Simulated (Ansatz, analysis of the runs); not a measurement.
# A defect in a wire: Ta wire along [111], 2 atoms a period, Mn in place of one Ta, part 2 of 2

Aim: how much does this defect scatter, and at which energies?

Ansatz 0.2.0; DFT PBE, plane waves, PAW; relaxation of a wire's period (the session's first sound run).

So far. Step 3 (The wire at its relaxed period): At the computed energy nearest the Fermi level there are 3 channels a spin. Step 4 (Relaxation of the scattering region): The largest force component on a free atom ends at 0.052 eV/Å, under the limit of 0.07. Mn ends nearest to Ta at 2.49 Å, Ta at 2.50 Å, Ta at 2.73 Å and Ta at 2.73 Å; its sphere holds +3.17 μB.

### Step 5. Transmission between the leads (continued)

ELF in the ca plane at fractional y = 0.412, with atoms of Ta and Mn within 0.2 Å of it. It is the smooth field of the valence electrons, not physical close to the nuclei.

Ten even steps from '0' (0.00) to '9' (0.85), each cell a mean:
```
00000000000000000000000000000000000000000000
00000000000000000000000000000000000000000000
00000000000000000000000000000000000000000000
11110000111000011110000000000111110001111000
22211011222111122221111111101122211011221100
34321112333211134431111222111234321112332111
45432113454211235532112343211245431123443211
46542123565321246642113454211356532123564311
57653224676422356652223564222357642234675322
66664345676543467753234665323467654345666533
44455555444555554555445555444554555555444555
34435753443466434445653222466434335753443466
77764545777445467763542453255477754545777445
72473337526633573473324897333573573337426533
74573227637622573573324897332573573237537522
78863335787433478862433564233478863335887433
34333543343345334423542222354234434543343355
21124653112366421123553222465211235653112366
21135653212466431123554223454311235653212466
21123443212344321113443222343211234543212344
11112221111223211111222111222111112322111222
00000000000011000000000000000000001110000000
00000000000000000000000000000000000000000000
00000000000000000000000000000000000000000000
```
Columns run along c (16.0 Å, from fractional 0.10 to 0.75 of the cell), rows up along a (9.1 Å). Atoms in or near the plane, at fractional coordinates: Ta at (0.12, 0.41), Ta at (0.23, 0.41), Ta at (0.34, 0.41), Mn at (0.45, 0.40), Ta at (0.56, 0.41), Ta at (0.68, 0.41).

Electrostatic potential energy in the ca plane at fractional y = 0.412, with atoms of Ta and Mn within 0.2 Å of it. With pseudopotentials it is smooth inside the atoms' cores, unlike the true potential.

Ten even steps from '0' (-55 eV) to '9' (4 eV), each cell a mean:
```
99999999999999999999999999999999999999999999
99999999999999999999999999999999999999999999
99999999999999999999999999999999999999999999
99999999999999999999999999999999999999999999
99999999999999999999999999999999999999999999
99999999999999999999999999999999999999999999
99999999999999999999999999999999999999999999
99999999999999999999999999999999999999999999
99999999999999999999999999999999999999999999
99999999999999999999899999989999999999999999
98899999889999998999999999999999999999889999
76678987656899876678998888999876688987656899
31147885112688631147986324898631257875113688
00026872000478500026884001688500026862000478
10026873000478510026883001688500026873000478
42257885323688641257986324798631257885223688
76678998667899876678998778999876678998667899
98899999888999988899999999999988899999889999
99999999999999999999999999999999999999999999
99999999999999999999999999999999999999999999
99999999999999999999999999999999999999999999
99999999999999999999999999999999999999999999
99999999999999999999999999999999999999999999
99999999999999999999999999999999999999999999
```
Columns run along c (16.0 Å, from fractional 0.10 to 0.75 of the cell; values clipped at the 3rd and 97th percentile), rows up along a (9.1 Å). Atoms in or near the plane, at fractional coordinates: Ta at (0.12, 0.41), Ta at (0.23, 0.41), Ta at (0.34, 0.41), Mn at (0.45, 0.40), Ta at (0.56, 0.41), Ta at (0.68, 0.41).

The transmission at the computed energy nearest the Fermi level is 1.48 and 2.81 for spin up and down, with 3 spin-up and 3 spin-down channels open in the lead. The lead's Hamiltonian steps by 22.0 meV, which the program lets pass, though it counts in the error estimate.

### Step 6. Conductance and thermopower from T(E)

This step: Landauer integrals over the computed T(E), interpolated linearly between its energies (analysis of the runs above).

Conductance and thermopower are moments of T(E) over the thermal window; sliding the window along E stands for a gate that leaves T(E) rigid.

This step gave:

```
conductance at 300 K, interpolated from T(E) : 2.145 G₀
thermopower at 300 K                         : -2.560 μV/K
Lorenz number over L0                        : 0.9954
spin polarisation of the transmission        : -30.91 %
```

T(E) held rigid; rough near sharp steps of T(E). The conductance at 300 K by shift of the leads' level:

shift of the leads' level (eV), conductance at 300 K (G₀) and a bar from the least value:
```
   -1.150       2.62 ######
   -1.050       2.76 ########
   -0.950       2.81 ########
   -0.800       2.87 #########
   -0.700       2.91 ##########
   -0.600       2.88 #########
   -0.500       2.68 #######
   -0.400       2.23 ##
   -0.250       2.13 #
   -0.150       2.07 
   -0.050       2.10 
    0.050       2.18 #
    0.150       2.15 #
    0.250       2.14 #
    0.400       2.45 ####
    0.500       2.65 #######
    0.600       2.67 #######
    0.700       3.62 ##################
    0.800       4.22 #########################
    0.950       4.68 ##############################
    1.050       4.33 ##########################
    1.150       3.99 ######################
```

T(E) held rigid; rough near sharp steps of T(E). The thermopower at 300 K by shift of the leads' level:

shift of the leads' level (eV), thermopower at 300 K (μV/K) and a bar from the least value:
```
   -1.150       -7.8 ###########
   -1.050       -1.7 ##############
   -0.950       -1.2 ###############
   -0.800       -1.0 ###############
   -0.700       -0.5 ###############
   -0.600        2.7 #################
   -0.500        6.1 ##################
   -0.400       28.2 ##############################
   -0.250       -4.3 #############
   -0.150        1.1 ################
   -0.050       -2.4 ##############
    0.050       -1.5 ##############
    0.150        2.8 #################
    0.250       -4.3 #############
    0.400       -6.1 ############
    0.500       -4.5 #############
    0.600       -0.4 ###############
    0.700      -29.3 
    0.800        1.0 ################
    0.950       -3.0 ##############
    1.050        4.4 ##################
    1.150       11.4 #####################
```

The two levels move by half the bias each and T(E) is held rigid. Current from the zero-bias T(E) against bias:

```csv
bias (V),current from the zero-bias T(E) (μA)
0.000,0
0.100,16.6
0.200,33.2
0.300,49.6
0.400,66.0
0.500,82.4
0.600,98.8
0.700,115
0.800,132
0.900,151
1.000,171
1.100,192
1.200,214
1.300,235
1.400,259
1.500,286
1.600,313
1.700,340
1.800,368
1.900,396
2.000,425
```

By hand, Mott's formula: S = −(π²k²T/3e) d ln T/dE, and π²k²T/3e = 7.33 μV/K × eV at 300 K. The computed T is 4.20 at -0.050 eV and 4.38 at +0.050 eV (both spins added), so d ln T/dE ≈ 0.425 per eV and S ≈ -3.11 μV/K, against -2.56 from the integrals.

The thermopower is -2.56 μV/K. The Lorenz ratio is 1.00, where the Wiedemann-Franz law gives 1. Moving the level by up to 0.1 eV either way gives -2.6 to 0.81 μV/K.

### Step 7. What came out

```
conductance, Mn in place of one Ta                               : 2.14 G₀
thermopower, Mn in place of one Ta                               : -2.56 μV/K
spin polarisation of T at the Fermi level, Mn in place of one Ta : -30.9 %
```

In words: Summed over the computed window, 70 % of the lead's open channels pass the defect; the conductance at 300 K is 2.14 G₀. The energy step of 0.05 eV was too wide for the program's own thermal average, so the values at 300 K come from a linear interpolation of T(E) and are rough where T(E) is steep. Transport is coherent and elastic here: the atoms are frozen, so scattering by vibrations plays no part. The free region is short: held atoms still bear up to 0.4 eV/Å after a relaxation. Spin-orbit coupling is left out, which matters for the bands of heavy atoms. No search over magnetic orders was made; another may lie lower. A cutoff under the files' recommended one was taken to save time; its effect on T(E) was not tested here.

[Logs are printed without paths, hosts, clocks, repeated set-up lines and the standing remarks that a program may print on its own settings, such as how far it seeks lower states.]

[Hosts, paths, dates, database ids (printed as entryN), source tags and the programs' standing remarks are cut or masked in the printed files.]
